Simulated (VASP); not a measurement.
All values below come from PBE GGA, VASP's PBE PAW potentials (set 64) (plane waves; VASP).

VASP ran on this input.

INCAR:
```
ALGO  =  Normal
EDIFF  =  1E-6
ENCUT  =  400
GGA  =  PE
ISIF  =  2
ISMEAR  =  0
LASPH  =  .TRUE.
LCHARG  =  .FALSE.
LMAXMIX  =  4
LREAL  =  .FALSE.
LWAVE  =  .FALSE.
NELECT  =  15.98
NELM  =  100
PREC  =  Accurate
SIGMA  =  0.05
SYSTEM  =  CsI
```

POSCAR:
```
CsI
4.570
  1.0000000000   0.0000000000   0.0000000000
  0.0000000000   1.0000000000   0.0000000000
  0.0000000000   0.0000000000   1.0000000000
Cs I
1 1
Cartesian
  0.0000000000   0.0000000000   0.0000000000
  0.5000000000   0.5000000000   0.5000000000
```

File KPOINTS:
```
Automatic mesh
0
gamma
  5 5 5
```

POTCAR, in this order: Cs_sv I (PBE.64 set). Program: vasp_std.

Output

**OSZICAR**
```
       N       E                     dE             d eps       ncg     rms          rms(c)
DAV:   1     0.819468451571E+02    0.81947E+02   -0.47273E+03   240   0.815E+02
DAV:   2     0.897831130911E+00   -0.81049E+02   -0.77166E+02   360   0.151E+02
DAV:   3    -0.548644439173E+01   -0.63843E+01   -0.63649E+01   304   0.482E+01
DAV:   4    -0.556957368710E+01   -0.83129E-01   -0.83114E-01   284   0.711E+00
DAV:   5    -0.557056474439E+01   -0.99106E-03   -0.99102E-03   312   0.808E-01    0.157E+00
DAV:   6    -0.546327276170E+01    0.10729E+00   -0.14604E-01   272   0.185E+00    0.119E+00
DAV:   7    -0.544034174359E+01    0.22931E-01   -0.13482E-01   268   0.180E+00    0.574E-01
DAV:   8    -0.544363106179E+01   -0.32893E-02   -0.96267E-03   272   0.629E-01    0.810E-02
DAV:   9    -0.544394157591E+01   -0.31051E-03   -0.89886E-04   276   0.200E-01    0.732E-02
DAV:  10    -0.544404651592E+01   -0.10494E-03   -0.18692E-04   288   0.883E-02    0.173E-02
DAV:  11    -0.544403462773E+01    0.11888E-04   -0.72133E-05   264   0.395E-02    0.638E-03
DAV:  12    -0.544403506376E+01   -0.43603E-06   -0.50058E-06   276   0.152E-02
   1 F= -.54440351E+01 E0= -.54434119E+01  d E =-.124623E-02
```

OUTCAR:
```
------------------------ aborting loop because EDIFF is reached ----------------------------------------
  FORCE on cell =-STRESS in cart. coord.  units (eV):
  Direction    XX          YY          ZZ          XY          YZ          ZX
  --------------------------------------------------------------------------------------
  Total        0.3329195      0.3329195      0.3329195     -0.0000000      0.0000000     -0.0000000
  in kB        5.5885760      5.5885760      5.5885760     -0.0000000      0.0000000     -0.0000000
  external PRESSURE =       5.5885760 kB  Pullay stress =       0.0000000 kB
  volume of cell :       95.44
      direct lattice vectors                 reciprocal lattice vectors
     4.570000000  0.000000000  0.000000000     0.218818381  0.000000000  0.000000000
     0.000000000  4.570000000  0.000000000     0.000000000  0.218818381  0.000000000
     0.000000000  0.000000000  4.570000000     0.000000000  0.000000000  0.218818381
 POSITION                                       TOTAL-FORCE (eV/Angst)
 -----------------------------------------------------------------------------------
      0.00000      0.00000      0.00000         0.000000      0.000000      0.000000
      2.28500      2.28500      2.28500         0.000000      0.000000      0.000000
 -----------------------------------------------------------------------------------
    total drift:                                0.000000     -0.000000     -0.000000
  FREE ENERGIE OF THE ION-ELECTRON SYSTEM (eV)
  ---------------------------------------------------
  free  energy   TOTEN  =        -5.4440350638 eV

  energy  without entropy=       -5.4427888291  energy(sigma->0) =       -5.44341195
```
(Selected blocks of OUTCAR.)

The cell is charged, with a uniform compensating background.

The compound is CsI in the CsCl type structure. The cell was not relaxed at this level. The run is one of a series of settings (NELECT = 15.98 against the base run), some of them coarse on purpose.
